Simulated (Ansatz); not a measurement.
Crystal: Ti.

```
Ti
1.0
    -1.64100    1.64100    1.64100
     1.64100   -1.64100    1.64100
     1.64100    1.64100   -1.64100
Ti
1
Cartesian
  0.0000 0.0000 0.0000
```

This isn't the form of Ti at room conditions, which is hcp.

Base run:

```yaml
Program: Ansatz 0.2.0
Functional: r2SCAN
Potentials_or_basis: Ansatz PAW
Cutoff: 500 eV
Density_cutoff: 2000 eV
k_mesh: 11 × 11 × 11
Occupations: fermi-dirac, width 0.05 eV
Spin: no spin polarisation
```

Its results: band gap on the k mesh none (metal or under the smearing width); pressure -2.8 GPa.

Problem. After a change of settings the same cell gave: band gap on the k mesh none (metal or under the smearing width); pressure -0.3 GPa. Which change was it?
A. functional from r2SCAN to BLYP; cutoff from 500 eV to 420 eV; density cutoff from 2000 eV to 1680 eV
B. functional from r2SCAN to PBEsol; cutoff from 500 eV to 420 eV; density cutoff from 2000 eV to 1680 eV
C. functional from r2SCAN to LDA; cutoff from 500 eV to 420 eV; density cutoff from 2000 eV to 1680 eV; occupations from fermi-dirac, width 0.05 eV to gaussian, width 0.05 eV

Solution. A.

Caveats: the PAW data sets come from PBE, with cores solved anew for the run's functional, which leaves a small shift of forces and pressure; the potentials were made for another functional, which shifts forces and pressure (some runs).

Not every run made on this cell is shown here.
